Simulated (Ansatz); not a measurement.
All numbers below come from DFT PBE, scalar-relativistic, plane waves, PAW in Ansatz. All cells share a 420 eV cutoff and Γ-centred k meshes spaced at most 0.3 Å⁻¹ (0.19 for metals, 2π included).

All energies are static (0 K, no zero-point motion). The comparison covers the computed candidates alone. The k mesh leaves about 4 meV/atom of noise in metals. Weakly bound directions are ill-defined at this level, which has no dispersion term (SbS3 I4/mmm). Spin–orbit coupling is left out. No run is spin-polarised.

(1) Which of these relaxed structures of SbS3 is the lowest in energy?
A.

```cif
data_structure
_symmetry_space_group_name_H-M 'Pm-3m'
_symmetry_Int_Tables_number 221
_cell_length_a 4.2318
_cell_length_b 4.2318
_cell_length_c 4.2318
_cell_angle_alpha 90.000
_cell_angle_beta 90.000
_cell_angle_gamma 90.000
_cell_volume 75.78
loop_
_atom_site_label
_atom_site_type_symbol
_atom_site_symmetry_multiplicity
_atom_site_Wyckoff_symbol
_atom_site_fract_x
_atom_site_fract_y
_atom_site_fract_z
_atom_site_occupancy
Sb1 Sb 1 a 0.00000 0.00000 0.00000 1
S1 S 3 c 0.00000 0.50000 0.50000 1
```

B.

```cif
data_structure
_symmetry_space_group_name_H-M 'I4/mmm'
_symmetry_Int_Tables_number 139
_cell_length_a 3.6970
_cell_length_b 3.6970
_cell_length_c 12.3152
_cell_angle_alpha 90.000
_cell_angle_beta 90.000
_cell_angle_gamma 90.000
_cell_volume 168.32
loop_
_atom_site_label
_atom_site_type_symbol
_atom_site_symmetry_multiplicity
_atom_site_Wyckoff_symbol
_atom_site_fract_x
_atom_site_fract_y
_atom_site_fract_z
_atom_site_occupancy
Sb1 Sb 2 a 0.00000 0.00000 0.00000 1
S1 S 2 b 0.50000 0.50000 0.00000 1
S2 S 4 d 0.50000 0.00000 0.25000 1
```

## Answers

(1) B. The I4/mmm (No. 139) one; the other lies 323 meV/atom higher.